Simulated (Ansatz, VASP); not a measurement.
Ir: VASP beside Ansatz

File INCAR:

```
  ALGO = Normal
  EDIFF = 1E-7
  ENCUT = 520
  GGA = PS
  ISIF = 2
  ISMEAR = -1
  LASPH = T
  LCHARG = T
  LELF = T
  LREAL = F
  LVHAR = T
  LWAVE = F
  NBANDS = 10
  NELM = 80
  PREC = Accurate
  SIGMA = 0.05
```

KPOINTS

```
k-points
0
Gamma
  15 15 15
```

The input POSCAR:

```
Ir
1.0
    0.0000000000      1.8621090000      1.9197000000
    1.8621090000      0.0000000000      1.9197000000
    1.8621090000      1.8621090000      0.0000000000
Ir
1
Direct
    0.0000000000      0.0000000000      0.0000000000
```

Input for Ansatz:

```yaml
crystal:
  lattice:
    - [0.0, 1.862109, 1.9197]
    - [1.862109, 0.0, 1.9197]
    - [1.862109, 1.862109, 0.0]
  atoms:
    - { symbol: Ir, position: [0.0, 0.0, 0.0] }
kpoints:
  mp_grid: { grid: [15, 15, 15] }
  band_path:
    path:
      - [0.0, 0.0, 0.0]
      - [0.0, 0.5, 0.5]
      - [0.25, 0.75, 0.5]
      - [0.0, 0.5, 0.0]
      - [0.0, 0.0, 0.0]
      - [0.5, 0.5, 0.0]
      - [0.3676125, 0.6323875, 0.0]
      - [-0.3676125, 0.3676125, 0.0]
      - [0.0, 0.0, 0.0]
    npoints: 5
scf:
  occupations: { method: fermi_dirac, width: 0.05 }
hamiltonian:
  xc: pbesol
  pseudopotentials: { kind: all_electron, lapw: { basis_error: 0.0005 } }
output:
  forces: true
  stress: true
  eigenvalues: true
```

Change from the starting cell: equal xx and yy strain of -3 %.

Alike in both runs: task single point; functional PBEsol; k mesh 15 × 15 × 15; occupations fermi-dirac, width 0.05 eV; no spin polarisation.

```csv
,VASP,Ansatz
version,VASP 6.6.1,Ansatz 0.2.0
potentials or method,"VASP PAW PBE potentials, release 64 (Ir)","all-electron LAPW, scalar-relativistic"
plane-wave cutoff (eV),520,see its input
```

Ansatz gave:

| Quantity | Value |
| --- | --- |
| pressure (GPa) | 23.9 |
| largest component of the traceless stress (GPa) | 9.60 |

Task: Which values does VASP return?

Result: Pressure (GPa): 25.5; largest component of the traceless stress (GPa): 9.59.

Ansatz ran all-electron here, so the differences hold the error of VASP's frozen core and of both bases.

Caveats: so large a pressure means that the cell lies far from this level's equilibrium, or that cutoff or potentials fall short (VASP); the potentials were made for another functional, which shifts forces and pressure (VASP). Spin-orbit coupling is left out, which matters for the levels of Ir.
